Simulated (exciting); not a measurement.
**Bi: density of states with LDA-HL+TS**

Bi:

```
Bi
1.0
     3.48860   -3.13258    0.00000
     3.48860    3.13258    0.00000
    -1.26023    0.00000    3.11355
Bi
2
Direct
  0.75371 0.75391 0.85782
  0.24668 0.24799 0.14112
```

This isn't the form of Bi at room conditions, which is rhombohedral.

The cell isn't the ideal one: atoms moved at random, drawn with an rms of 0.02 Å.

```yaml
Program: exciting (release sodium)
Task: density of states
Functional: LDA-HL
Dispersion: TS
Potentials_or_basis: all-electron LAPW+lo, shipped species files, valence relativity iora*
rgkmax: 8
k_mesh: 3 × 3 × 6
Occupations: fermi-dirac, width 0.136 eV
Spin: no spin polarisation
outputlevel: normal
DOS_window_about_the_Fermi_level_Ha: "[-0.3, 0.3] Ha"
gmaxvr_cutoff_of_density_and_potential: 14 1/bohr
lmaxapw_and_lmaxmat: 10
lmaxvr: 8
nempty: 10
Valence_relativity: iora*
epsengy: 1e-05 Ha
epspot: 1e-05 Ha
maxscl: 60
Muffin-tin_radii: Bi 2.3 bohr
```

The band gap on the k mesh is none (metal or under the smearing width). The all electrons inside the program's atomic spheres are Bi 79.78 (radii Bi 2.3 bohr) and the dispersion energy per atom is -0.285 eV. The density of states at the Fermi level is 1.36 states/eV per cell.

Levels at points of the mesh, in eV from the Fermi level:
```tsv
k point	band 11	band 12	band 13	band 14	band 15	band 16	band 17	band 18	band 19	band 20
(0.00, 0.00, 0.00)	-13.20	-9.32	-3.12	-2.82	2.79	2.98	3.64	4.01	4.16	6.70
(0.00, 0.00, 0.50)	-10.89	-9.12	-3.99	-2.52	-1.67	1.11	1.42	1.52	6.12	6.80
```

States per cell in windows of 1 eV (zero at the Fermi level; states under -8 eV left out):
```tsv
from (eV)	total	Bi1 p	Bi2 p	Bi1 d	Bi2 d	Bi1 s	Bi2 s
-8.0	0.00	0.00	0.00	0.00	0.00	0.00	0.00
-7.0	0.00	0.00	0.00	0.00	0.00	0.00	0.00
-6.0	0.00	0.00	0.00	0.00	0.00	0.00	0.00
-5.0	0.36	0.04	0.04	0.00	0.00	0.00	0.00
-4.0	1.29	0.16	0.16	0.00	0.00	0.01	0.01
-3.0	1.88	0.26	0.26	0.01	0.01	0.03	0.03
-2.0	1.50	0.22	0.22	0.01	0.01	0.03	0.03
-1.0	1.04	0.16	0.16	0.01	0.01	0.02	0.02
0.0	0.90	0.14	0.14	0.01	0.01	0.02	0.02
1.0	1.48	0.24	0.24	0.01	0.01	0.02	0.02
2.0	2.03	0.34	0.34	0.02	0.02	0.02	0.02
3.0	1.03	0.20	0.20	0.01	0.01	0.00	0.00
4.0	0.69	0.13	0.13	0.01	0.01	0.00	0.00
5.0	1.07	0.05	0.05	0.03	0.03	0.01	0.01
6.0	1.26	0.05	0.05	0.04	0.04	0.01	0.01
7.0	1.72	0.06	0.06	0.05	0.05	0.02	0.02
```

It took 2.7 min on 1 thread of Arm Neoverse V2, with other jobs on the host, peak memory 0.15 GiB.

Caveat: the k mesh is coarse (spacing up to 0.47 Å⁻¹), so the values aren't converged; the dispersion energy is computed afterwards and isn't part of the total energy; the tetrahedron DOS on this energy grid can lose part of the weight of narrow d or f bands; spin-orbit coupling is left out, which moves the levels of the heavy elements.
